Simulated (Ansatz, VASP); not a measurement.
# C in VASP and in Ansatz

```xyz
8
Lattice="2.4928 0.0000 0.0000 -1.2464 2.1589 0.0000 0.0000 0.0000 8.3046" Properties=species:S:1:pos:R:3 pbc="T T T"
C     0.0000    0.0000    0.7721
C     0.0000    0.0000    4.9244
C     0.0000    0.0000    3.3802
C     0.0000    0.0000    7.5325
C     0.0000    1.4392    1.2916
C     1.2464    0.7196    5.4439
C     0.0000    1.4392    2.8607
C     1.2464    0.7196    7.0130
```

Change from the starting cell: strain -0.0100 x Voigt [1, 1, 0, 0, 0, 0], atoms carried along.

Alike in both runs: task single point; functional PBE; k mesh 12 × 12 × 4; occupations gaussian, width 0.05 eV; no spin polarisation.

|  | VASP | Ansatz |
| --- | --- | --- |
| version | VASP 6.6.1 | Ansatz 0.2.0 |
| potentials or method | VASP PAW PBE potentials, release 64 (C) | scalar-relativistic, plane waves, PAW |
| plane-wave cutoff (eV) | 520 | 420 |
| valence electrons in the cell | 32 | 32 |

```csv
,VASP,Ansatz,Ansatz less VASP
gap on the k mesh at the Fermi level (eV),4.68,4.69,+0.006
least direct gap on the mesh (eV),5.27,5.27,+0.004
pressure (GPa),9.8,9.1,-0.74
largest component of the traceless stress (GPa),8.41,8.32,-0.095
rms of the force components (eV/Å),0.026,0.022,-0.0035
```

Atom by atom the forces differ by 0.003 eV/Å (rms over components).
